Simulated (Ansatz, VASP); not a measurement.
**PtSe2 in VASP and in Ansatz**

```
Pt Se
1.0
     3.71404    0.00000    0.00000
    -1.85702    3.21646    0.00000
     0.00000    0.00000    6.43632
Pt Se
1 2
Direct
  0.00000 0.00000 0.00000
  0.66667 0.33333 0.79388
  0.33333 0.66667 0.20612
```

Change from the starting cell: equal strain along all axes, cell held, atoms relaxed: -1.0 %.

Alike in both runs: functional PBE; k mesh 12 × 12 × 4; occupations gaussian, width 0.02 eV; no spin polarisation.

Ansatz relaxed the structure, and its values are those at the end. VASP's run is a single point on that final structure, the one shown.

```csv
,VASP,Ansatz
version,VASP 6.6.1,Ansatz 0.2.0
potentials or method,"VASP PAW PBE potentials, release 64 (Pt, Se)","scalar-relativistic, plane waves, PAW"
plane-wave cutoff (eV),520,420
valence electrons in the cell,22,50
```

```tsv
	VASP	Ansatz	Ansatz less VASP
gap on the k mesh at the Fermi level (eV)	0.89	0.90	+0.011
least direct gap on the mesh (eV)	1.05	1.06	+0.011
pressure (GPa)	1.0	1.1	+0.03
rms of the force components (eV/Å)	0.003	0.004	+0.0010
```

The two sets of potentials don't hold the same shells in valence. Ansatz warned: «stress_scf_threshold_loose».

Caveats: spin-orbit coupling is left out, which moves the levels of the heavy elements; this functional lacks dispersion, which binds the layers, so the pressure and a relaxed spacing across them are unreliable. A k mesh can miss the band edges.
